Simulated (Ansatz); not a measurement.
BAs in the zincblende structure, relaxed with r2SCAN. It is cubic, F-43m (No. 216); conventional cell a = 4.784 Å, 13.68 Å³ an atom. B is surrounded by 4 As at 2.07 Å; As is surrounded by 4 B at 2.07 Å.

3 runs of the plane-wave code Ansatz on this cell differ in the functional (and in the settings that go with it). Levels are in eV from each run's valence top; v1 is the last filled band, c1 the first empty one.

Run A, mean stress 0.0 GPa (compression positive):

| point | v4 | v3 | v2 | v1 | c1 | c2 |
| --- | --- | --- | --- | --- | --- | --- |
| Γ | -16.12 | 0.00 | 0.00 | 0.00 | 3.44 | 3.44 |
| X | -11.68 | -9.04 | -4.29 | -4.29 | 1.62 | 1.70 |
| U | -11.74 | -8.65 | -6.19 | -3.67 | 2.28 | 5.97 |
| L | -13.11 | -9.21 | -1.93 | -1.93 | 2.94 | 5.06 |

Run B, mean stress -4.5 GPa (compression positive):

| point | v4 | v3 | v2 | v1 | c1 | c2 |
| --- | --- | --- | --- | --- | --- | --- |
| Γ | -15.35 | 0.00 | 0.00 | 0.00 | 3.25 | 3.25 |
| X | -11.26 | -8.39 | -4.05 | -4.05 | 1.34 | 1.44 |
| U | -11.29 | -8.01 | -5.93 | -3.46 | 2.00 | 5.47 |
| L | -12.52 | -8.71 | -1.81 | -1.81 | 2.65 | 4.76 |

Run C, mean stress -1.2 GPa (compression positive):

| point | v4 | v3 | v2 | v1 | c1 | c2 |
| --- | --- | --- | --- | --- | --- | --- |
| Γ | -17.01 | 0.00 | 0.00 | 0.00 | 4.79 | 4.79 |
| X | -12.32 | -9.56 | -4.50 | -4.50 | 2.76 | 2.82 |
| U | -12.38 | -9.14 | -6.55 | -3.85 | 3.44 | 7.27 |
| L | -13.83 | -9.78 | -2.01 | -2.01 | 4.22 | 6.41 |

Question: Match the runs to LDA, r2SCAN, PBE0.

Answer: A is r2SCAN, B is LDA, C is PBE0. In order of the gap: LDA 1.13, r2SCAN 1.37, PBE0 2.51 eV. The stress vanishes for r2SCAN, which relaxed the cell.

Calculated for a static, non-magnetic cell.

The runs are scalar-relativistic, without spin-orbit coupling.

The program warns that its thresholds are loose for a hybrid's stress.

The meshes of the hybrids are coarse, so their gaps aren't converged to the digits shown.
